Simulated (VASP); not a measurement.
# C (Fd-3m) in VASP: further runs

Aim: see how the results for C move with the level of theory and the settings. Levels: AM05, PBE. Tasks: band structure, G0W0 quasiparticle levels.

Program: VASP 6.6.1. These are calculated values, not measurements. Logs are shortened: lines on timing, memory, paths and dates and some standing lists are left out, and cuts for length are marked.

## (1) Starting point

It takes space group Fd-3m (No. 227, cubic). The conventional cell has a = 3.567 Å, b = 3.567 Å, c = 3.567 Å, α = 90.00°, β = 90.00°, γ = 90.00°. C (site symmetry -43m) is surrounded by 4 C at 1.54 Å.

This isn't the form of C at room conditions, which is graphite.

## (2) Band structure, AM05

The input, POSCAR:

```
C
1.0
    0.0000000000      1.7833700000      1.7833700000
    1.7833700000      0.0000000000      1.7833700000
    1.7833700000      1.7833700000      0.0000000000
C
2
Direct
    0.7500000000      0.7500000000      0.7500000000
    0.5000000000      0.5000000000      0.5000000000
```

The input, INCAR.step1:

```
ALGO = Normal ; EDIFF = 1E-6
ENCUT = 520 ; GGA = AM
ISIF = 2 ; ISMEAR = -1
LASPH = T ; LCHARG = T
LREAL = F ; LWAVE = F
NBANDS = 11 ; NELM = 80
PREC = Accurate ; SIGMA = 0.05
```

The input, KPOINTS.step1:

```
k-points
0
Gamma
  13 13 13
```

The input, INCAR.step2:

```
ALGO = Normal ; EDIFF = 1E-6
ENCUT = 520 ; GGA = AM
ICHARG = 11 ; ISIF = 2
ISMEAR = 0 ; LASPH = T
LCHARG = F ; LREAL = F
LWAVE = F ; NBANDS = 11
NELM = 80 ; PREC = Accurate
SIGMA = 0.05
```

The input, KPOINTS.step2:

```
path GXWKGLUWLK,UX
15
line-mode
reciprocal
 0.0000000000  0.0000000000  0.0000000000  G
 0.5000000000  0.0000000000  0.5000000000  X

 0.5000000000  0.0000000000  0.5000000000  X
 0.5000000000  0.2500000000  0.7500000000  W

 0.5000000000  0.2500000000  0.7500000000  W
 0.3750000000  0.3750000000  0.7500000000  K

 0.3750000000  0.3750000000  0.7500000000  K
 0.0000000000  0.0000000000  0.0000000000  G

 0.0000000000  0.0000000000  0.0000000000  G
 0.5000000000  0.5000000000  0.5000000000  L

 0.5000000000  0.5000000000  0.5000000000  L
 0.6250000000  0.2500000000  0.6250000000  U

 0.6250000000  0.2500000000  0.6250000000  U
 0.5000000000  0.2500000000  0.7500000000  W

 0.5000000000  0.2500000000  0.7500000000  W
 0.5000000000  0.5000000000  0.5000000000  L

 0.5000000000  0.5000000000  0.5000000000  L
 0.3750000000  0.3750000000  0.7500000000  K

 0.6250000000  0.2500000000  0.6250000000  U
 0.5000000000  0.0000000000  0.5000000000  X
```

Potentials or basis: VASP PAW PBE potentials, release 64 (C).

Command:

```sh
cat potpaw_PBE.64/C/POTCAR > POTCAR
cp INCAR.step1 INCAR
cp KPOINTS.step1 KPOINTS
mpirun -np 1 vasp_std > vasp.out
cp INCAR.step2 INCAR
cp KPOINTS.step2 KPOINTS
mpirun -np 1 vasp_std > vasp.out
```

OUTCAR:

```text
EDIFF = 1E-6
   ENCUT = 520
   GGA = AM
   ICHARG = 11
   ISIF = 2
   ISMEAR = 0
   LASPH = T
   LREAL = F
   NELM = 80
   PREC = Accurate

 ion  position               nearest neighbor table
   1  0.750  0.750  0.750-   2 1.54   2 1.54   2 1.54   2 1.54
   2  0.500  0.500  0.500-   1 1.54   1 1.54   1 1.54   1 1.54

  LATTYP: Found a face centered cubic cell.
 ALAT       =     3.5667400000

  Lattice vectors:

 A1 = (   0.0000000000,   1.7833700000,   1.7833700000)
 A2 = (   1.7833700000,   0.0000000000,   1.7833700000)
 A3 = (   1.7833700000,   1.7833700000,   0.0000000000)

Analysis of symmetry for initial positions (statically):
=====================================================================
 Subroutine PRICEL returns:
 Original cell was already a primitive cell.

 Routine SETGRP: Setting up the symmetry group for a
 face centered cubic supercell.

 Subroutine GETGRP returns: Found 48 space group operations
 (whereof 24 operations were pure point group operations)
 out of a pool of 48 trial point group operations.

The static configuration has the point symmetry T_d .
 The point group associated with its full space group is O_h .

Analysis of symmetry for dynamics (positions and initial velocities):
=====================================================================
 Subroutine PRICEL returns:
 Original cell was already a primitive cell.

 Routine SETGRP: Setting up the symmetry group for a
 face centered cubic supercell.

 Subroutine GETGRP returns: Found 48 space group operations
 (whereof 24 operations were pure point group operations)
 out of a pool of 48 trial point group operations.

The dynamic configuration has the point symmetry T_d .
 The point group associated with its full space group is O_h .

 Subroutine INISYM returns: Found 48 space group operations
 (whereof 24 operations are pure point group operations),
 and found     1 'primitive' translations

----------------------------------------------------------------------------------------

                                     Primitive cell

  volume of cell :      11.3437

  direct lattice vectors                    reciprocal lattice vectors
     0.000000000  1.783370000  1.783370000    -0.280368067  0.280368067  0.280368067
     1.783370000  0.000000000  1.783370000     0.280368067 -0.280368067  0.280368067
     1.783370000  1.783370000  0.000000000     0.280368067  0.280368067 -0.280368067

  length of vectors
     2.522066041  2.522066041  2.522066041     0.485611737  0.485611737  0.485611737

  position of ions in fractional coordinates (direct lattice)
     0.750000000  0.750000000  0.750000000
     0.500000000  0.500000000  0.500000000

  ion indices of the primitive-cell ions
   primitive index   ion index
                 1           1
                 2           2

----------------------------------------------------------------------------------------

 KPOINTS: path GXWKGLUWLK,UX

Interpolating k-points between supplied coordinates.

 Line segments in fractional coordinates (reciprocal lattice):
    0.000000  0.000000  0.000000  ...  0.500000  0.000000  0.500000
    0.500000  0.000000  0.500000  ...  0.500000  0.250000  0.750000
    0.500000  0.250000  0.750000  ...  0.375000  0.375000  0.750000
    0.375000  0.375000  0.750000  ...  0.000000  0.000000  0.000000
    0.000000  0.000000  0.000000  ...  0.500000  0.500000  0.500000
    0.500000  0.500000  0.500000  ...  0.625000  0.250000  0.625000
    0.625000  0.250000  0.625000  ...  0.500000  0.250000  0.750000
    0.500000  0.250000  0.750000  ...  0.500000  0.500000  0.500000
    0.500000  0.500000  0.500000  ...  0.375000  0.375000  0.750000
    0.625000  0.250000  0.625000  ...  0.500000  0.000000  0.500000

 Generated    15 points on each line segment, for a total of    150 k-points:

 Following reciprocal coordinates:
            Coordinates               Weight
  0.000000  0.000000  0.000000      0.006667
  0.035714  0.000000  0.035714      0.006667
  0.071429  0.000000  0.071429      0.006667
  0.107143  0.000000  0.107143      0.006667
  0.142857  0.000000  0.142857      0.006667
  0.178571  0.000000  0.178571      0.006667
[... 42 lines left out ...]
  0.294643  0.294643  0.589286      0.006667
  0.267857  0.267857  0.535714      0.006667
 [... further k-points ...]
   k-points           NKPTS =    150   k-points in BZ     NKDIM =    150   number of bands    NBANDS=     11
   number of dos      NEDOS =    301   number of ions     NIONS =      2
   total plane-waves  NPLWV =   8000
   dimension x,y,z NGX =    20 NGY =   20 NGZ =   20
   dimension x,y,z NGXF=    40 NGYF=   40 NGZF=   40
   ions per type =               2
   NGX,Y,Z   is equivalent  to a cutoff of  13.18, 13.18, 13.18 a.u.
   NGXF,Y,Z  is equivalent  to a cutoff of  26.37, 26.37, 26.37 a.u.
 SYSTEM =  unknown system
   PREC   = accura    normal or accurate (medium, high low for compatibility)
   ISTART =      0    job   : 0-new  1-cont  2-samecut
   ICHARG =     11    charge: 1-file 2-atom 10-const
   ISPIN  =      1    spin polarized calculation?
   LNONCOLLINEAR =      F non collinear calculations
   LSORBIT =      F    spin-orbit coupling
   LASPH  =      T    aspherical Exc in radial PAW
   ENCUT  =  520.0 eV  38.22 Ry    6.18 a.u.   4.69  4.69  4.69*2*pi/ulx,y,z
   NELM   =     80;   NELMIN=  2; NELMDL=  0     # of ELM steps
   EDIFF  = 0.1E-05   stopping-criterion for ELM
   LREAL  =      F    real-space projection
   EDIFFG = 0.1E-04   stopping-criterion for IOM
   NSW    =      0    number of steps for IOM
   IBRION =     -1    ionic relax: 0-MD 1-quasi-New 2-CG
   NFREE  =      0    steps in history (QN), initial steepest desc. (CG)
   ISIF   =      2    stress and relaxation
   ISYM   =      2    0-nonsym 1-usesym 2-fastsym
   POTIM  = 0.5000    time-step for ionic-motion
   TEBEG  =    0.0;   TEEND  =   0.0 temperature during run
   PSTRESS=    0.0 pullay stress
   NELECT =       8.0000    total number of electrons
   NUPDOWN=      -1.0000    fix difference up-down
   EMIN   =  10.00;   EMAX   =-10.00  energy-range for DOS
   EFERMI =   0.00;   METHOD = LEGACY
   ISMEAR =     0;   SIGMA  =   0.05  broadening in eV -4-tet -1-fermi 0-gaus
   EFERMI_NEDOS =   21; number of points for ismear=-14 and -15
   IALGO  =     38    algorithm
   IMIX   =      4    mixing-type and parameters
     AMIX     =   0.40;   BMIX     =  1.00
     AMIX_MAG =   1.60;   BMIX_MAG =  1.00
  volume/ion in A,a.u.               =       5.67        38.28
  Fermi-wavevector in a.u.,A,eV,Ry     =   1.457203  2.753714 28.891161  2.123440
  Thomas-Fermi vector in A             =   2.574032
   LORBIT       =      0    0 simple, 1 ext, 2 COOP (PROOUT), +10 PAW based schemes
   GGA     = AM    functional components
   LHFCALC =     F    Hartree Fock is set to
   AEXX    =    0.0000 exact exchange contribution
   IVDW    =     0    specifies the selected vdW correction
   LEPSILON=     F    determine dielectric tensor
   LRPA    =     F    only Hartree local field effects (RPA)
 non-spin polarized calculation
 Gauss-broadening in eV      SIGMA  =   0.05
  energy-cutoff  :      520.00
  volume of cell :       11.34
 maximum number of plane-waves:       322
 NGX is ok and might be reduce to    20

 number of electron       7.9999999 magnetization

 Free energy of the ion-electron system (eV)
  ---------------------------------------------------
  ext. energy  EPLUGINS =         0.00000000
  ---------------------------------------------------
  free energy    TOTEN  =       -19.51769959 eV

  energy without entropy =      -19.51769959  energy(sigma->0) =      -19.51769959

 E-fermi :   9.9690     XC(G=0): -13.4013

 val. band max:        9.7414583045   @ k =   0.0000   0.0000   0.0000
 cond. band min:      13.7605776118   @ k =   0.3571   0.0000   0.3571
 fundamental gap:      4.0191193073
 Fermi energy:         9.9690274877

 k-point     1 :       0.0000    0.0000    0.0000
  band No.  band energies     occupation
      1     -11.7648      2.00000
      2       9.7415      2.00000
      3       9.7415      2.00000
      4       9.7415      2.00000
      5      15.2559      0.00000
      6      15.2559      0.00000
      7      15.2559      0.00000
      8      23.1923      0.00000
      9      28.7962      0.00000
     10      36.1647      0.00000
     11      36.1911      0.00000

 k-point     2 :       0.0357    0.0000    0.0357
  band No.  band energies     occupation
      1     -11.7176      2.00000
      2       9.5416      2.00000
      3       9.5416      2.00000
      4       9.6262      2.00000
      5      15.2175      0.00000
      6      15.4961      0.00000
      7      15.4961      0.00000
      8      23.2258      0.00000
      9      28.8805      0.00000
     10      34.4562      0.00000
     11      36.2257      0.00000

 k-point     3 :       0.0714    0.0000    0.0714
  band No.  band energies     occupation
      1     -11.5760      2.00000
      2       9.0287      2.00000
      3       9.0287      2.00000
      4       9.2905      2.00000
      5      15.1075      0.00000
      6      16.1300      0.00000
      7      16.1300      0.00000
      8      23.2838      0.00000
      9      29.1262      0.00000
     10      32.5227      0.00000
     11      36.4034      0.00000
[... 491 lines left out ...]
 k-point    39 :       0.4286    0.3214    0.7500
  band No.  band energies     occupation
      1      -3.0156      2.00000
      2      -1.9286      2.00000
      3       0.5003      2.00000
      4       3.3698      2.00000
      5      16.6499      0.00000
      6      20.4457      0.00000
      7      23.3493      0.00000
      8      24.3821      0.00000
      9      29.0786      0.00000
     10      32.8134      0.00000
     11      37.2088      0.00000

 k-point    40 :       0.4196    0.3304    0.7500
  band No.  band energies     occupation
      1      -3.0719      2.00000
      2      -1.9446      2.00000
      3       0.4423      2.00000
      4       3.6340      2.00000
      5      16.2612      0.00000
      6      20.4313      0.00000
      7      23.5396      0.00000
      8      24.6606      0.00000
      9      28.8721      0.00000
     10      33.0511      0.00000
     11      36.8110      0.00000

 [... further k-points ...]

------------------------ aborting loop because EDIFF is reached ----------------------------------------

  FORCE on cell =-STRESS in cart. coord.  units (eV):
  Direction    XX          YY          ZZ          XY          YZ          ZX
  --------------------------------------------------------------------------------------
  -------------------------------------------------------------------------------------
  Total       -0.8888378     -0.8888378     -0.8888378     -0.0000000      0.0000000      0.0000000
  in kB     -125.5390226   -125.5390226   -125.5390226     -0.0000000      0.0000000      0.0000000
  external PRESSURE =    -125.5390226 kB  Pullay stress =       0.0000000 kB

 VOLUME and BASIS-vectors are now :
 -----------------------------------------------------------------------------
  energy-cutoff  :      520.00
  volume of cell :       11.34
      direct lattice vectors                 reciprocal lattice vectors
     0.000000000  1.783370000  1.783370000    -0.280368067  0.280368067  0.280368067
     1.783370000  0.000000000  1.783370000     0.280368067 -0.280368067  0.280368067
     1.783370000  1.783370000  0.000000000     0.280368067  0.280368067 -0.280368067

 POSITION                                       TOTAL-FORCE (eV/Angst)
 -----------------------------------------------------------------------------------
      2.67505      2.67505      2.67505         0.000000      0.000000      0.000000
      1.78337      1.78337      1.78337        -0.000000     -0.000000     -0.000000
 -----------------------------------------------------------------------------------
    total drift:                                0.000000     -0.000000      0.000000

  FREE ENERGIE OF THE ION-ELECTRON SYSTEM (eV)
  ---------------------------------------------------
  free  energy   TOTEN  =       -19.5176995896 eV

  energy  without entropy=      -19.5176995896  energy(sigma->0) =      -19.51769959
```

It took 15 s on 1 thread of Intel Xeon Platinum 8488C (Sapphire Rapids), shared host; peak memory 0.12 GiB.

Results:

* Band gap on the k mesh: 4.03 eV, indirect (least direct gap 5.51 eV)
* Band gap along the path: 4.02 eV, indirect (least direct gap 5.51 eV)

Levels at the corners of the path, in eV from the valence-band top:
| point | band 2 | band 3 | band 4 | band 5 | band 6 | band 7 |
| --- | --- | --- | --- | --- | --- | --- |
| Γ | 0.00 | 0.00 | 0.00 | 5.51 | 5.51 | 5.51 |
| X | -12.76 | -6.35 | -6.35 | 4.62 | 4.62 | 16.79 |
| X | -12.76 | -6.35 | -6.35 | 4.62 | 4.62 | 16.79 |
| W | -11.94 | -8.43 | -8.43 | 10.47 | 10.47 | 12.32 |
| W | -11.94 | -8.43 | -8.43 | 10.47 | 10.47 | 12.32 |
| K | -11.73 | -9.43 | -5.41 | 5.54 | 10.65 | 14.33 |
| K | -11.73 | -9.43 | -5.41 | 5.54 | 10.65 | 14.33 |
| Γ | 0.00 | 0.00 | 0.00 | 5.51 | 5.51 | 5.51 |
| Γ | 0.00 | 0.00 | 0.00 | 5.51 | 5.51 | 5.51 |
| L | -13.47 | -2.82 | -2.82 | 8.36 | 8.36 | 8.89 |
| L | -13.47 | -2.82 | -2.82 | 8.36 | 8.36 | 8.89 |
| U | -11.73 | -9.43 | -5.41 | 5.54 | 10.65 | 14.33 |
| U | -11.73 | -9.43 | -5.41 | 5.54 | 10.65 | 14.33 |
| W | -11.94 | -8.43 | -8.43 | 10.47 | 10.47 | 12.32 |
| W | -11.94 | -8.43 | -8.43 | 10.47 | 10.47 | 12.32 |
| L | -13.47 | -2.82 | -2.82 | 8.36 | 8.36 | 8.89 |
| L | -13.47 | -2.82 | -2.82 | 8.36 | 8.36 | 8.89 |
| K | -11.73 | -9.43 | -5.41 | 5.54 | 10.65 | 14.33 |
| U | -11.73 | -9.43 | -5.41 | 5.54 | 10.65 | 14.33 |
| X | -12.76 | -6.35 | -6.35 | 4.62 | 4.62 | 16.79 |

Caveat: the log is that of the step along the path at fixed density, whose energy, stress, charges and moments have no meaning; the PAW data sets were made with another functional, which shifts forces and pressure a little. As with any semilocal functional, this AM05 gap is likely too small.

(Continued in part 2 of 3.)
